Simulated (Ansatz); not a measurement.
**TiSi$_{2}$: strain energy, fitted**

TiSi$_{2}$, Cmcm, a = 3.517 Å, b = 13.348 Å, c = 3.556 Å. This isn't the usual stable structure of the compound. Ansatz: PBEsol, PAW, 420 eV, Γ-centred 10×4×10 mesh on 12 atoms, Gaussian smearing 0.10 eV; no spin polarisation. Series: uniaxial strain along c, with a, b and atoms relaxed; x is the strain in per cent. y is the free energy over the unstrained cell, V0 = 13.910 Å³/atom.

| x (%) | y (meV/atom) |
| --- | --- |
| -6.0 | ? |
| -4.0 | 19.77 |
| -2.0 | 4.83 |
| 0.0 | 0.00 |
| 2.0 | 4.71 |
| 4.0 | 18.10 |
| 6.0 | 39.07 |

Task: Fit y = c2 x² + c3 x³ to the other rows, turn c2 into a modulus, and predict the missing energy.

Result: Least squares on the rows shown. y = 1.1784 x² − 0.015137 x³. In eV per unit strain² c2 is 11.78; this is Young's modulus along the axis (E = ½ Y V0 ε²): 2 × 11.78 × 160.2 / (13.910) = 271 GPa. At x = -6.0 the fit asked for gives 45.69 meV/atom. The run gave 44.96 meV/atom, so the fit is 0.73 meV/atom too high, 1.6 % of the span of the series, against an rms of 0.12 meV/atom on the fitted rows. The row lies outside the fitted range. With a term in x⁴ added, a fit to the same known rows predicts 44.69 meV/atom, so most of the miss is curvature that the known rows already hold.